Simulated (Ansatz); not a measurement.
Born–Oppenheimer molecular dynamics of a periodic cell of 12 atoms, Pd (surface Pd(111)). It goes on from the last frame of an earlier run, with new velocities.

These are results of Ansatz 0.2.0, DFT LDA, scalar-relativistic, plane waves, PAW, not measurements. Settings: PAW set soft_1, cutoff 420 eV, k mesh 3x3x1, fermi-dirac smearing 0.1 eV, no spin polarisation.

```yaml
ensemble: NVT, Langevin thermostat
time_step: 4.5 fs
steps_asked: 300
set_temperature: 2400 K
friction: 0.05 /fs
atoms_held: 1 to 4
seed: 101264
```

Frames 22.5 fs apart, positions in Å, forces in eV/Å.

Velocities at 585.0 fs (Å/ps):

```
Pd 0.00 0.00 0.00
Pd 0.00 0.00 0.00
Pd 0.00 0.00 0.00
Pd 0.00 0.00 0.00
Pd -5.91 2.92 -1.81
Pd -0.52 4.70 7.35
Pd 1.41 -7.16 1.71
Pd 0.11 -2.12 8.48
Pd 3.27 -0.09 -3.43
Pd 4.33 1.02 -2.66
Pd -3.66 -4.29 6.16
Pd -2.70 -5.37 -4.83
```

```xyz
12
Lattice="5.5013 0.0000 0.0000 2.7506 4.7643 0.0000 0.0000 0.0000 16.4918" Properties=species:S:1:pos:R:3:forces:R:3 time_fs=585.0 energy_less_start_eV=2.297 T=2315
Pd 1.375 0.794 1.000 0.36 0.11 0.09
Pd 4.126 0.794 1.000 -0.48 0.35 -1.64
Pd 2.751 3.176 1.000 -0.14 -0.11 0.04
Pd 5.501 3.176 1.000 0.11 1.80 -2.05
Pd -0.058 1.956 2.950 -0.06 0.45 2.40
Pd 2.434 1.903 3.386 0.89 -1.89 -2.19
Pd 1.355 4.677 3.209 -2.29 -1.95 1.64
Pd 3.777 4.155 3.202 2.08 0.02 0.02
Pd 0.834 1.008 5.247 0.94 -1.93 0.46
Pd 3.257 0.526 6.009 0.41 -0.01 -1.37
Pd 2.270 3.354 5.199 -0.73 1.22 2.82
Pd 4.793 2.758 5.399 -1.11 1.94 -0.23
12
Lattice="5.5013 0.0000 0.0000 2.7506 4.7643 0.0000 0.0000 0.0000 16.4918" Properties=species:S:1:pos:R:3:forces:R:3 time_fs=607.5 energy_less_start_eV=2.642 T=2201
Pd 1.375 0.794 1.000 0.28 0.36 0.15
Pd 4.126 0.794 1.000 -0.45 0.28 -0.96
Pd 2.751 3.176 1.000 -0.06 -0.14 0.32
Pd 5.501 3.176 1.000 0.14 1.40 -1.48
Pd -0.122 1.957 3.008 0.45 -0.48 -0.22
Pd 2.464 2.074 3.518 1.19 -4.09 -4.61
Pd 1.403 4.528 3.210 -2.51 -0.52 0.70
Pd 3.885 4.228 3.205 1.94 -0.23 -1.12
Pd 0.893 0.917 5.149 0.54 -0.90 1.98
Pd 3.348 0.582 5.987 0.19 0.02 -1.41
Pd 2.274 3.392 5.269 -0.82 2.28 4.79
Pd 4.817 2.734 5.183 -0.89 2.01 1.85
12
Lattice="5.5013 0.0000 0.0000 2.7506 4.7643 0.0000 0.0000 0.0000 16.4918" Properties=species:S:1:pos:R:3:forces:R:3 time_fs=630.0 energy_less_start_eV=2.814 T=1319
Pd 1.375 0.794 1.000 0.27 0.74 -0.54
Pd 4.126 0.794 1.000 -0.31 0.54 -0.60
Pd 2.751 3.176 1.000 0.00 -0.28 0.14
Pd 5.501 3.176 1.000 -0.04 0.90 -1.00
Pd -0.055 2.001 3.103 0.09 -1.58 -3.36
Pd 2.450 2.074 3.496 1.94 -2.30 -1.43
Pd 1.471 4.378 3.151 -3.04 0.78 0.68
Pd 3.884 4.352 3.132 2.54 -1.44 -0.66
Pd 0.920 0.849 5.165 0.62 0.49 2.27
Pd 3.349 0.556 6.059 -0.02 0.46 -1.38
Pd 2.297 3.553 5.407 -0.70 -0.53 1.61
Pd 4.791 2.785 5.071 -1.33 2.21 4.29
12
Lattice="5.5013 0.0000 0.0000 2.7506 4.7643 0.0000 0.0000 0.0000 16.4918" Properties=species:S:1:pos:R:3:forces:R:3 time_fs=652.5 energy_less_start_eV=3.114 T=1401
Pd 1.375 0.794 1.000 0.20 0.75 -0.50
Pd 4.126 0.794 1.000 -0.26 0.87 -1.05
Pd 2.751 3.176 1.000 0.08 -0.28 0.17
Pd 5.501 3.176 1.000 -0.14 0.43 -0.22
Pd -0.107 1.896 3.183 1.13 -1.80 -6.57
Pd 2.490 2.027 3.478 1.19 -1.46 -0.83
Pd 1.385 4.358 3.077 -2.08 -0.38 1.69
Pd 3.881 4.411 3.159 1.86 -1.67 0.28
Pd 0.845 0.959 5.330 1.67 -0.53 1.50
Pd 3.396 0.536 6.106 -0.40 0.60 -1.43
Pd 2.326 3.567 5.439 -0.60 -0.81 0.43
Pd 4.775 2.764 5.010 -2.66 4.28 6.55
12
Lattice="5.5013 0.0000 0.0000 2.7506 4.7643 0.0000 0.0000 0.0000 16.4918" Properties=species:S:1:pos:R:3:forces:R:3 time_fs=675.0 energy_less_start_eV=1.753 T=3402
Pd 1.375 0.794 1.000 0.36 0.72 -0.37
Pd 4.126 0.794 1.000 -0.59 0.34 -1.23
Pd 2.751 3.176 1.000 -0.18 -0.44 -0.15
Pd 5.501 3.176 1.000 0.03 0.45 -0.31
Pd -0.271 1.722 3.058 1.07 0.36 -0.17
Pd 2.467 2.032 3.485 0.30 -2.34 -0.91
Pd 1.320 4.287 3.109 -2.10 -0.58 1.17
Pd 3.905 4.224 3.078 1.18 0.24 0.89
Pd 0.877 1.009 5.457 0.60 -0.34 -0.36
Pd 3.499 0.546 6.096 -0.63 0.93 -1.31
Pd 2.281 3.524 5.426 -0.44 -0.32 0.75
Pd 4.704 2.902 5.078 0.41 0.97 1.99
12
Lattice="5.5013 0.0000 0.0000 2.7506 4.7643 0.0000 0.0000 0.0000 16.4918" Properties=species:S:1:pos:R:3:forces:R:3 time_fs=697.5 energy_less_start_eV=1.693 T=2057
Pd 1.375 0.794 1.000 0.30 0.56 0.10
Pd 4.126 0.794 1.000 -0.75 -0.08 -1.36
Pd 2.751 3.176 1.000 -0.39 -0.40 0.05
Pd 5.501 3.176 1.000 0.11 0.09 -0.34
Pd -0.383 1.614 3.049 1.72 1.01 1.75
Pd 2.480 2.008 3.573 0.03 -2.98 -2.23
Pd 1.149 4.236 3.161 -0.98 -0.61 0.53
Pd 3.986 4.080 3.062 -0.07 0.99 0.69
Pd 0.989 0.963 5.487 -1.24 0.13 -0.77
Pd 3.375 0.615 6.054 0.98 0.32 -1.21
Pd 2.267 3.502 5.333 -1.42 1.40 2.42
Pd 4.675 3.064 5.286 1.71 -0.44 0.36
12
Lattice="5.5013 0.0000 0.0000 2.7506 4.7643 0.0000 0.0000 0.0000 16.4918" Properties=species:S:1:pos:R:3:forces:R:3 time_fs=720.0 energy_less_start_eV=1.335 T=2079
Pd 1.375 0.794 1.000 0.37 0.25 0.36
Pd 4.126 0.794 1.000 -1.13 -0.50 -1.84
Pd 2.751 3.176 1.000 -0.39 -0.29 0.17
Pd 5.501 3.176 1.000 0.12 0.34 -0.47
Pd -0.372 1.601 2.963 1.75 0.88 3.01
Pd 2.425 1.869 3.524 -0.12 -1.09 -0.68
Pd 1.090 4.234 3.203 -0.43 -0.79 0.49
Pd 3.954 3.978 3.126 -0.40 1.18 0.40
Pd 0.921 0.952 5.525 -1.18 0.48 -0.88
Pd 3.300 0.573 5.992 1.02 0.89 -0.91
Pd 2.222 3.565 5.407 -0.36 -0.67 0.49
Pd 4.742 3.111 5.389 0.74 -0.67 -0.15
12
Lattice="5.5013 0.0000 0.0000 2.7506 4.7643 0.0000 0.0000 0.0000 16.4918" Properties=species:S:1:pos:R:3:forces:R:3 time_fs=742.5 energy_less_start_eV=0.988 T=2834
Pd 1.375 0.794 1.000 0.30 0.42 0.24
Pd 4.126 0.794 1.000 -0.92 -0.56 -1.14
Pd 2.751 3.176 1.000 -0.53 -0.45 -0.11
Pd 5.501 3.176 1.000 0.17 0.39 -0.51
Pd -0.404 1.673 2.996 1.25 0.03 2.63
Pd 2.417 1.678 3.557 0.03 -0.15 -0.35
Pd 1.156 4.087 3.239 -0.62 -0.15 0.10
Pd 3.876 4.010 3.071 0.04 0.66 1.40
Pd 0.787 1.020 5.594 -0.14 0.08 -0.80
Pd 3.279 0.578 5.912 0.40 1.09 -0.81
Pd 2.243 3.583 5.498 -0.05 -1.31 -0.10
Pd 4.792 3.097 5.397 0.09 -0.07 -0.54
12
Lattice="5.5013 0.0000 0.0000 2.7506 4.7643 0.0000 0.0000 0.0000 16.4918" Properties=species:S:1:pos:R:3:forces:R:3 time_fs=765.0 energy_less_start_eV=0.903 T=1920
Pd 1.375 0.794 1.000 0.11 0.48 0.18
Pd 4.126 0.794 1.000 -0.39 -0.18 0.07
Pd 2.751 3.176 1.000 -0.27 -0.34 0.33
Pd 5.501 3.176 1.000 -0.06 0.04 -0.17
Pd -0.392 1.704 3.160 0.28 -0.66 0.45
Pd 2.399 1.489 3.562 0.66 1.14 -0.47
Pd 1.153 3.912 3.232 -0.05 0.49 -0.07
Pd 3.909 4.126 3.105 -0.67 -0.74 0.77
Pd 0.707 1.125 5.594 0.93 -0.61 -0.31
Pd 3.301 0.564 5.817 -0.39 0.88 -0.53
Pd 2.269 3.617 5.494 -0.11 -1.44 -0.21
Pd 4.689 3.010 5.364 -0.05 0.96 -0.03
12
Lattice="5.5013 0.0000 0.0000 2.7506 4.7643 0.0000 0.0000 0.0000 16.4918" Properties=species:S:1:pos:R:3:forces:R:3 time_fs=787.5 energy_less_start_eV=1.950 T=2286
Pd 1.375 0.794 1.000 0.00 0.46 -0.02
Pd 4.126 0.794 1.000 -0.27 -0.28 0.08
Pd 2.751 3.176 1.000 -0.18 -0.19 0.68
Pd 5.501 3.176 1.000 -0.17 -0.06 -0.36
Pd -0.537 1.773 3.182 0.03 -1.01 0.38
Pd 2.283 1.456 3.527 1.43 2.73 0.24
Pd 0.986 3.880 3.253 0.87 0.78 0.14
Pd 3.892 4.239 3.151 -2.15 -2.27 0.02
Pd 0.551 1.215 5.639 2.08 -0.85 -0.19
Pd 3.336 0.545 5.832 -0.75 0.65 -0.85
Pd 2.386 3.675 5.368 -2.34 -1.15 -0.13
Pd 4.578 3.015 5.414 1.43 1.19 0.00
12
Lattice="5.5013 0.0000 0.0000 2.7506 4.7643 0.0000 0.0000 0.0000 16.4918" Properties=species:S:1:pos:R:3:forces:R:3 time_fs=810.0 energy_less_start_eV=2.468 T=2479
Pd 1.375 0.794 1.000 0.05 0.45 0.04
Pd 4.126 0.794 1.000 -0.18 -0.28 0.04
Pd 2.751 3.176 1.000 -0.15 -0.12 0.87
Pd 5.501 3.176 1.000 -0.04 -0.07 0.35
Pd -0.720 1.728 3.242 1.32 0.01 -0.16
Pd 2.281 1.558 3.581 -0.18 2.39 -0.04
Pd 0.940 4.012 3.346 0.06 -0.37 -0.53
Pd 3.826 4.336 3.182 -1.69 -2.04 -0.12
Pd 0.404 1.219 5.804 3.12 -0.84 -0.11
Pd 3.338 0.561 5.745 -1.22 0.49 -0.24
Pd 2.408 3.713 5.392 -3.10 -1.43 -0.09
Pd 4.527 2.991 5.392 2.00 1.80 0.00
12
Lattice="5.5013 0.0000 0.0000 2.7506 4.7643 0.0000 0.0000 0.0000 16.4918" Properties=species:S:1:pos:R:3:forces:R:3 time_fs=832.5 energy_less_start_eV=2.611 T=1577
Pd 1.375 0.794 1.000 0.02 0.30 0.39
Pd 4.126 0.794 1.000 -0.05 -0.06 0.18
Pd 2.751 3.176 1.000 -0.15 -0.14 0.85
Pd 5.501 3.176 1.000 -0.12 -0.19 0.54
Pd -0.779 1.664 3.354 2.23 0.43 -1.56
Pd 2.273 1.580 3.589 -1.26 2.37 -0.13
Pd 0.892 4.157 3.291 0.17 -1.87 -0.20
Pd 3.735 4.324 3.233 -1.36 -1.57 0.01
Pd 0.376 1.119 5.864 2.72 -0.23 -0.30
Pd 3.333 0.481 5.702 -3.04 2.55 0.15
Pd 2.187 3.664 5.650 1.07 -4.35 -0.91
Pd 4.539 2.975 5.333 -0.24 2.75 0.99
```

Of the whole run (1350 fs, mean temperature of the second half 2244 K): A run of 1.4 ps of so small a system gives no equilibrium averages. Limits of this set-up: coarse k mesh, thin slab, slab without dipole correction, PAW files made for another functional.

Run time: 37 min on 4 threads of AMD EPYC 7B13 (Zen 3), on a shared host, peak memory 1.5 GiB.
